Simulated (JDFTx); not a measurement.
**Al under changes of volume**

One of the cells (16.603 Å³/atom); the others are scaled copies at fixed shape and fractional positions:

```xyz
1
Lattice="0.0000 2.0248 2.0248 2.0248 0.0000 2.0248 2.0248 2.0248 0.0000" Properties=species:S:1:pos:R:3 pbc="T T T"
Al    0.0000    0.0000    0.0000
```

```yaml
Program: JDFTx 1.7.0 (patched build)
Functional: RPBE
Potentials_or_basis: PseudoDojo-SR-PBE-0.5-standard
Cutoff: 544 eV
Density_cutoff: 2177 eV
k_mesh: 11 × 11 × 11
Occupations: fermi-dirac, width 0.05 eV
Spin: no spin polarisation
```

| volume (Å³/atom) | energy over the lowest point (meV/atom) | pressure (GPa) |
| --- | --- | --- |
| 15.607 | 12.68 | 4.9 |
| 15.939 | ? | ? |
| 16.271 | 0.54 | 1.1 |
| 16.603 | 0.00 | -0.5 |
| 16.935 | 2.65 | -2.0 |
| 17.267 | 8.16 | -3.3 |
| 17.599 | 16.21 | -4.4 |

**Question.** What does the run at 15.939 Å³/atom give?

**Answer.** Energy over the lowest point 4.63 meV/atom; pressure 2.9 GPa.

Worked out: A Birch-Murnaghan fit of order 3 (a polynomial in V^(-2/3)) to the other rows has its minimum at 16.49 Å³/atom with B0 = V·E''(V) = 79 GPa and B' = 4.5. It gives 4.62 meV/atom at 15.939 Å³/atom, against the run's 4.63, and -dE/dV = 2.9 GPa, against 2.9.

Energies are extrapolated to zero smearing.

Caveats: the potentials were made for another functional, which shifts forces and pressure.
